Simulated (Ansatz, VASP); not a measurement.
P in VASP and in Ansatz

File INCAR:

```
PREC     = Accurate       # precision mode
ENCUT    = 520            # plane-wave cutoff, eV
EDIFF    = 1E-6           # SCF threshold, eV
ISMEAR   = 0              # smearing method
SIGMA    = 0.04           # smearing width, eV
LREAL    = F              # projectors in reciprocal space
LASPH    = T              # aspherical terms in the spheres
NELM     = 100            # most SCF steps
ALGO     = Fast           # electronic algorithm
ISIF     = 2              # what is computed and relaxed
LWAVE    = F              # write WAVECAR
LCHARG   = F              # write CHGCAR
LDIPOL   = T            
IDIPOL   = 3            
DIPOL    = 0.5 0.5 0.712
GGA      = PS             # functional
IVDW     = 12             # dispersion correction
NBANDS   = 18             # bands
```

The input KPOINTS:

```
regular mesh
0
Gamma
  12 9 1
```

The input POSCAR:

```
P
1.0
    3.1806759268      0.0000000000      0.0000000000
    0.0000000000      4.4336694738      0.0000000000
    0.0000000000      0.0000000000     30.0657212476
P
4
Direct
    0.0000000000      0.5833334586      0.6760988251
    0.5000000000      0.9166665414      0.6760988251
    0.5000000000      0.0827777951      0.7477532450
    0.0000000000      0.4172222049      0.7477532450
```

Input for Ansatz:

```yaml
crystal:
  lattice:
    - [3.1806759268, 0.0, 0.0]
    - [0.0, 4.4336694738, 0.0]
    - [0.0, 0.0, 30.0657212476]
  atoms:
    - { symbol: P, position: [0.0, 0.5833334586, 0.6760988251] }
    - { symbol: P, position: [0.5, 0.9166665414, 0.6760988251] }
    - { symbol: P, position: [0.5, 0.0827777951, 0.747753245] }
    - { symbol: P, position: [0.0, 0.4172222049, 0.747753245] }
basis:
  ecutwfc: 420
kpoints:
  mp_grid: { grid: [12, 9, 1] }
hamiltonian:
  xc: pbesol
  dispersion: d3bj
  pseudopotentials: { kind: paw, azcp: { folder: soft_1 } }
scf:
  occupations: { method: gaussian, width: 0.04 }
  n_extra_bands: 7
  max_iter: 160
output:
  forces: true
  eigenvalues: true
efield:
  axis: 3
  dipole_correction: true
```

Alike in both runs: task single point; functional PBEsol; dispersion D3(BJ); k mesh 12 × 9 × 1; occupations gaussian, width 0.04 eV; no spin polarisation.

```csv
,VASP,Ansatz
version,VASP 6.6.1,Ansatz 0.2.0
potentials or method,"VASP PAW PBE potentials, release 64 (P)","scalar-relativistic, plane waves, PAW"
plane-wave cutoff (eV),520,420
valence electrons in the cell,20,20
```

|  | VASP | Ansatz | Ansatz less VASP |
| --- | --- | --- | --- |
| gap on the k mesh at the Fermi level (eV) | 0.29 | 0.28 | -0.017 |
| least direct gap on the mesh (eV) | 0.31 | 0.30 | -0.014 |
| rms of the force components (eV/Å) | 0.230 | 0.231 | +0.0005 |

Atom by atom the forces differ by 0.016 eV/Å (rms over components). Ansatz warned: «pseudo_functional_mismatch».

Caveats: the PAW data sets were made with another functional, which shifts forces and pressure a little (VASP). As with any semilocal functional, this PBEsol gap is likely too small.
